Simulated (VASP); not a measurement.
The system is SrO.

```
Sr O
1.0
     0.00000    2.56614    2.56614
     2.56614    0.00000    2.56614
     2.56614    2.56614    0.00000
Sr O
1 1
Direct
  0.00000 0.00000 0.00000
  0.50000 0.50000 0.50000
```

Base run:

| Item | Value |
| --- | --- |
| Program | VASP 6.6.1 |
| Functional | r2SCAN |
| Potentials or basis | VASP PAW PBE potentials, release 64 (Sr_sv, O) |
| Cutoff | 520 eV |
| k mesh | 8 × 8 × 8 |
| Occupations | gaussian, width 0.02 eV |
| Spin | no spin polarisation |

Its results: band gap on the k mesh 3.74 eV, indirect (least direct gap 3.82 eV); pressure 2.1 GPa.

Question: The run is repeated on the same cell with these changes: functional from r2SCAN to PBEsol; cutoff from 520 eV to 700 eV. What comes out?

Answer: Band gap on the k mesh 3.15 eV, indirect (least direct gap 3.24 eV); pressure 0.0 GPa.

r2SCAN gives the wider gap, since meta-GGAs in the generalised Kohn-Sham scheme recover part of the derivative discontinuity.

Caveats: the PAW data sets were made with another functional, which shifts forces and pressure a little.

A k mesh can miss the band edges.
